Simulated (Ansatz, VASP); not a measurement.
# Cross-check of InP (InP(110)) between VASP and Ansatz, part 3 of 3

Aim: how closely do two programs agree when they are given the same cell, functional and k mesh? Of the first pair: The structure shown is the end of the VASP relaxation below. Valence electrons are named where the data sets of a main pair hold unlike numbers.

VASP 6.6.1 and Ansatz 0.2.0.

So far: Starting point; VASP: relaxation, PBE; Ansatz: single point, PBE; Side by side; Other set-ups; VASP: band structure, PBE.

### Step 7. Ansatz: band structure, PBE

Level of this step: Ansatz beside VASP: Kohn-Sham DFT, plane waves, PBE (Ansatz).

The same cell, functional, mesh and smearing now go to Ansatz, which takes its cutoff from its data sets.

Input file input.yaml:

```yaml
crystal:
  lattice:
    - [4.1993656095, 0.0, 0.0]
    - [0.0, 5.9387997982, 0.0]
    - [0.0, 0.0, 33.1015634268]
  atoms:
    - { symbol: In, position: [0.0, 0.0550868708, 0.2549547677] }
    - { symbol: In, position: [0.5, 0.4830520086, 0.3025040253] }
    - { symbol: In, position: [0.0, 0.988818601, 0.3716240484] }
    - { symbol: In, position: [0.5, 0.4882290118, 0.4345357362] }
    - { symbol: In, position: [0.0, 0.9919244473, 0.5] }
    - { symbol: In, position: [0.5, 0.4882290118, 0.5654642638] }
    - { symbol: In, position: [0.0, 0.988818601, 0.6283759516] }
    - { symbol: In, position: [0.5, 0.4830520086, 0.6974959747] }
    - { symbol: In, position: [0.0, 0.0550868708, 0.7450452323] }
    - { symbol: P, position: [0.0, 0.7367560335, 0.3070429572] }
    - { symbol: P, position: [0.5, 0.2684365196, 0.2338335587] }
    - { symbol: P, position: [0.0, 0.7414875181, 0.4357350993] }
    - { symbol: P, position: [0.5, 0.2444779613, 0.3693744262] }
    - { symbol: P, position: [0.0, 0.7414875181, 0.5642649007] }
    - { symbol: P, position: [0.5, 0.2453865032, 0.5] }
    - { symbol: P, position: [0.0, 0.7367560335, 0.6929570428] }
    - { symbol: P, position: [0.5, 0.2444779613, 0.6306255738] }
    - { symbol: P, position: [0.5, 0.2684365196, 0.7661664413] }
hamiltonian:
  xc: pbe
  pseudopotentials: { kind: paw }
kpoints:
  mp_grid: { grid: [6, 4, 1] }
  band_path:
    path:
      - [0.0, 0.0, 0.0]
      - [0.07692, 0.0, 0.0]
      - [0.15385, 0.0, 0.0]
      - [0.26923, 0.0, 0.0]
      - [0.34615, 0.0, 0.0]
      - [0.42308, 0.0, 0.0]
      - [0.5, 0.0, 0.0]
      - [0.5, 0.07692, 0.0]
      - [0.5, 0.19231, 0.0]
      - [0.5, 0.26923, 0.0]
      - [0.5, 0.34615, 0.0]
      - [0.5, 0.46154, 0.0]
      - [0.5, 0.5, 0.0]
      - [0.42308, 0.5, 0.0]
      - [0.30769, 0.5, 0.0]
      - [0.23077, 0.5, 0.0]
      - [0.11538, 0.5, 0.0]
      - [0.03846, 0.5, 0.0]
      - [0.0, 0.5, 0.0]
      - [0.0, 0.38462, 0.0]
      - [0.0, 0.30769, 0.0]
      - [0.0, 0.23077, 0.0]
      - [0.0, 0.11538, 0.0]
      - [0.0, 0.03846, 0.0]
      - [0.03846, 0.03846, 0.0]
      - [0.11538, 0.11538, 0.0]
      - [0.19231, 0.19231, 0.0]
      - [0.30769, 0.30769, 0.0]
      - [0.38462, 0.38462, 0.0]
      - [0.5, 0.5, 0.0]
    npoints: 1
scf:
  occupations: { method: gaussian, width: 0.03 }
  n_extra_bands: 15
efield:
  axis: 3
  dipole_correction: true
  ramp_width: 0.04
output:
  forces: true
  eigenvalues: true
```

The run is started by

```console
> ansatz run input.yaml --threads 8 --pin off --max-ram 18432MiB --backend cpu --events-out ev --progress --plain --runs-dir out
```

Numbers of over 12 decimals in the logs are rounded to 6 here.

What it wrote:

```text
[...]
Crystal: 18 atoms, lattice volume = 825.526 Å³
Basis set: ecut = 420 eV, 16023 PW (Γ), exchange–correlation on 60×80×450 points (8 copies of the dense FFT grid, shifted against one another)
Bands: 96, of which v1, the nominal top of the filled ones, is band 81 counted from 1 (80 counted from 0)
Symmetry: 2 space group operations
[...]
k-point 0: bands = [... 77 lower, 1.2873, 1.3562, 1.4638, 1.5479, 2.3084, 2.9406, 3.3180, 3.5014, ... 11 higher]
  k-point 1: bands = [... 77 lower, 1.1146, 1.1223, 1.1363, 1.1416, 3.1854, 3.1927, 3.3121, 3.3475, ... 11 higher]
  k-point 2: bands = [... 77 lower, 0.7105, 0.7378, 0.8307, 0.8439, 2.9866, 3.0758, 3.2305, 3.3513, ... 11 higher]
  k-point 11: bands = [... 77 lower, 0.4556, 0.5304, 0.8147, 0.8537, 2.7410, 3.1534, 3.1917, 4.0348, ... 11 higher]
[key lines of the parts left out:]
SCF converged after 10 iterations
Free energy (F): -57184.187037 eV
Fermi energy:    1.928171 eV
Dipole field:    D = 0.000073 V/Å  (p = 0.000332 e·Å, saw-weighted, corrected)
Work function:   Φ+ = 4.7209 eV   Φ− = 4.7233 eV
```

Elapsed: 73 s, on 8 threads of Arm Neoverse N1, shared host; peak memory 4.2 GiB.

### Step 8. Side by side

What differs besides the data sets and the points named for the pairs above, as far as they apply: the data sets hold 162 valence electrons in Ansatz (on its default PAW (the set named soft_2) files) and 72 in VASP. Total energies have different zeros and are not compared.

Both answers:

```
                     quantity  Ansatz   VASP  difference
gap over the path points (eV)   0.760  0.796      -0.036
```

Levels at points of the path, from each program's valence-band top (eV; 4 filled, then empty):

```
k (reciprocal lattice)                                  Ansatz                                    VASP
     0.000 0.000 0.000   -0.26 -0.19 -0.08 0.00 0.76 1.39 1.77   -0.26 -0.19 -0.08 0.00 0.80 1.42 1.79
     0.077 0.000 0.000  -0.41 -0.34 -0.27 -0.20 1.12 1.63 1.86  -0.41 -0.34 -0.27 -0.20 1.15 1.66 1.89
     0.154 0.000 0.000  -0.70 -0.66 -0.42 -0.33 1.59 1.98 1.99  -0.70 -0.66 -0.42 -0.33 1.62 2.01 2.02
     0.269 0.000 0.000  -1.10 -0.97 -0.74 -0.49 1.84 1.97 2.16  -1.10 -0.96 -0.73 -0.49 1.86 1.99 2.19
     0.346 0.000 0.000  -1.35 -1.11 -0.85 -0.63 1.58 1.65 2.27  -1.33 -1.10 -0.83 -0.62 1.60 1.67 2.30
     0.423 0.000 0.000  -1.45 -1.20 -0.92 -0.77 1.37 1.38 2.17  -1.43 -1.19 -0.90 -0.76 1.39 1.40 2.20
     0.500 0.000 0.000  -1.40 -1.24 -0.94 -0.83 1.25 1.31 2.14  -1.38 -1.23 -0.92 -0.82 1.27 1.33 2.17
     0.500 0.077 0.000  -1.37 -1.24 -0.93 -0.83 1.31 1.34 2.18  -1.35 -1.23 -0.91 -0.81 1.33 1.36 2.21
     0.500 0.192 0.000  -1.25 -1.24 -0.88 -0.80 1.48 1.54 2.25  -1.24 -1.24 -0.87 -0.79 1.51 1.56 2.28
     0.500 0.269 0.000  -1.25 -1.15 -0.84 -0.77 1.55 1.64 2.16  -1.25 -1.14 -0.82 -0.76 1.58 1.67 2.19
```

At this near-relaxed geometry the largest component of a force difference is 138 meV/Å. Among the levels compared at these points, filled levels agree within 17 meV and empty ones within 41 meV. With vacuum in the cell, a pressure given here is an average over mostly empty space and none of the material.

### Step 9. Other set-ups

Further runs change the set-up of one program: Ansatz's method, potentials or start, or VASP's data sets, cutoff or form of LDA. The table gives Ansatz less VASP for each quantity, since a change that brings one quantity closer may part another.

```
                                       run  r.m.s. force difference (meV/Å)  gap over the path points (eV)
                                  as above                               34                         -0.036
   Ansatz's larger PAW set (cutoff 620 eV)                               34                         -0.035
norm-conserving potentials (cutoff 952 eV)                               32                         -0.040
```

### Step 10. Outcome

| Item | Value |
| --- | --- |
| r.m.s. force difference (single point, PBE) | 34 meV/Å |
| r.m.s. force difference (band structure, PBE) | 34 meV/Å |

**Reading.** The r.m.s. force difference is 34 meV/Å (single point, PBE), beyond the 12 meV/Å picked in this series as the mark of a large difference. The data sets hold unlike numbers of valence electrons (162 in Ansatz and 72 in VASP), so part of the differences comes from the potentials. For single point, PBE, no further run moves any of the tabulated differences by more than a quarter of its size. For band structure, PBE, no further run moves any of the tabulated differences by more than a quarter of its size. Such differences can come from data sets, numerical settings and the points named under the comparisons, not from the functional's error against experiment.

[Lines on the potential files, build, host, timing and source positions are cut from VASP's logs without a mark.]

[Logs are printed without paths, hosts, clocks, repeated set-up lines and the standing remarks that a program may print on its own settings, such as how far it seeks lower states.]

[Hosts, paths, dates, database ids (printed as entryN), source tags and the programs' standing remarks are cut or masked in the printed files.]
